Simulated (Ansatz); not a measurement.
O (C2/m); total moment held at 0.5 μB.

```
O
1.0
     2.85140   -1.66242    0.00000
     2.85140    1.66242    0.00000
    -2.39449    0.00000    3.64705
O
2
Cartesian
  -0.2274 0.0000 0.5674
  3.5357 0.0000 3.0797
```

The source of the geometry is a structure from the Materials Project; atoms and cell stay fixed.

Functional, mesh and filling: PBE, 10×10×8 k mesh, Fermi–Dirac smearing of 0.05 eV. LAPW is all-electron LAPW in Ansatz 0.2.0. Site moments are integrated in spheres about the atoms. Start moments (μB): O1 0.25, O2 0.25.

The self-consistent cycle went as follows.

```tsv
iteration	Harris–Foulkes energy less the last (meV)	density residual (eV)	M (μB)	∫|m| (μB)
1	66.840	4.0e-01	0.5000	0.5011
2	173.872	1.9e-01	0.5000	0.5026
3	206.628	2.9e-03	0.5000	0.6898
4	145.034	1.7e-03	0.5000	0.8917
5	15.811	7.2e-03	0.5000	1.0384
6	9.825	4.6e-03	0.5000	1.0909
7	17.612	1.0e-03	0.5000	1.0962
8	2.563	1.1e-04	0.5000	1.0805
9	0.102	5.2e-06	0.5000	1.0680
10	0.000	1.3e-07	0.5000	1.0701
11	0.000	3.5e-09	0.5000	1.0701
```

Site moments (μB): O1 0.16, O2 0.16. Cell moment 0.50 μB.

The Ansatz runs typed with the search for lower states off end where their start leads. None of this fixes the real material's magnetic order: only patterns that fit the cell were computed, at zero temperature, with a functional that can overstate moments.
